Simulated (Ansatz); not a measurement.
HgSe:

```
Hg Se
1.0
     0.00000    3.03900    3.03900
     3.03900    0.00000    3.03900
     3.03900    3.03900    0.00000
Hg Se
1 1
Direct
  0.00000 0.00000 0.00000
  0.75000 0.75000 0.75000
```

```yaml
Program: Ansatz 0.2.0
Task: relaxation of cell and atoms
Functional: HSE03
Potentials_or_basis: Ansatz PAW
Cutoff: "420 eV (not typed: the program's choice for these potentials)"
k_mesh: 4 × 4 × 4
Occupations: fermi-dirac, width 0.05 eV
Spin: no spin polarisation
```

At the start: volume 28.07 Å³/atom.

How do energy, volume and symmetry change on relaxing?

It ends after 5 steps and the volume is 29.81 Å³/atom (+6.2 %); space group F-43m (No. 216, to 0.05 Å).

Step by step:
| step | energy change (eV) | largest force (eV/Å) | volume (Å³) |
| --- | --- | --- | --- |
| 1 | 0.0000 | 0.0000 | 56.13 |
| 2 | -0.0295 | 0.0000 | 60.87 |
| 3 | -0.0336 | 0.0000 | 59.77 |
| 4 | -0.0337 | 0.0000 | 59.62 |
| 5 | -0.0351 | 0.0000 | 59.62 |

Final structure:
```yaml
crystal:
  lattice:
    - [0.00000, 3.10072, 3.10072]
    - [3.10072, 0.00000, 3.10072]
    - [3.10072, 3.10072, 0.00000]
  atoms:
    - { symbol: Hg, position: [0.00000, 0.00000, 0.00000] }
    - { symbol: Se, position: [0.75000, 0.75000, 0.75000] }
```

Caveat: the k mesh is coarse (spacing up to 0.45 Å⁻¹), so the values aren't converged, least of all with exact exchange; the plane-wave basis is chosen anew once the cell has moved, so the energies of steps on either side of that aren't comparable; the PAW data sets come from PBE, with cores solved anew for the run's functional, which leaves a small shift of forces and pressure.
